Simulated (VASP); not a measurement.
## InSe: single point with PBEsol

Sheet: InSe, a sheet with vacuum.

```
Se In
1.0
     4.00672    0.00000    0.00000
    -2.00336    3.46992    0.00000
     0.00000    0.00000   21.33614
Se In
2 2
Direct
  0.66667 0.33333 0.37495
  0.66667 0.33333 0.62505
  0.33333 0.66667 0.43472
  0.33333 0.66667 0.56528
```

The cell was built by a generator and needn't be a form met in nature.

```
Program             : VASP 6.6.1
Task                : single point
Functional          : PBEsol
Potentials or basis : VASP PAW PBE potentials, release 64 (Se, In_d)
Cutoff              : 520 eV
k mesh              : 12 × 12 × 1
Occupations         : gaussian, width 0.03 eV
Spin                : no spin polarisation
```

- Largest force: 0.090 eV/Å
- Band gap on the k mesh: 1.58 eV, indirect (least direct gap 1.65 eV)

Forces in eV/Å, atoms in the order of the input:
```
Se   0.000  0.000 -0.032
Se   0.000  0.000  0.032
In   0.000  0.000  0.090
In   0.000  0.000 -0.090
```

Levels at points of the mesh, in eV from the valence-band top:
| k point | band 17 | band 18 | band 19 | band 20 | band 21 | band 22 |
| --- | --- | --- | --- | --- | --- | --- |
| (0.00, 0.00, 0.00) | -0.43 | -0.43 | -0.08 | 1.58 | 2.73 | 5.04 |
| (0.50, 0.00, 0.00) | -1.59 | -1.40 | -0.96 | 2.26 | 2.31 | 4.13 |

Wall time 2.5 min on 1 thread of Intel(R) Xeon(R) 6975P-C (Granite Rapids), on a shared host, peak memory 0.43 GiB.

Caveat: the PAW data sets were made with another functional, which shifts forces and pressure a little; spin-orbit coupling is left out, which moves the levels of the heavy elements.
